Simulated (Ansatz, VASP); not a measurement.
One calculation of Os, two programs

```
Os
1.0
     0.00000    1.93195    1.93195
     1.93195    0.00000    1.93195
     1.93195    1.93195    0.00000
Os
1
Direct
  0.00000 0.00000 0.00000
```

Change from the starting cell: volume scaled by 0.98.

Alike in both runs: task single point; functional PBE; k mesh 12 × 12 × 12; occupations fermi-dirac, width 0.05 eV; no spin polarisation.

|  | VASP | Ansatz |
| --- | --- | --- |
| version | VASP 6.6.1 | Ansatz 0.2.0 |
| potentials or method | VASP PAW PBE potentials, release 64 (Os), cutoff 520 eV | all-electron LAPW, scalar-relativistic |

Ansatz gave:

* gap on the k mesh at the Fermi level (eV): none
* pressure (GPa): -2.7

Problem. What did VASP give for the same quantities?

Solution. gap on the k mesh at the Fermi level (eV): none; pressure (GPa): -2.9.

A gap of «none» marks a metal or a gap that the smearing closes. Ansatz ran all-electron here, so the differences hold the error of VASP's frozen core and of both bases.

The runs have no spin-orbit coupling, so splittings on Os are missing.
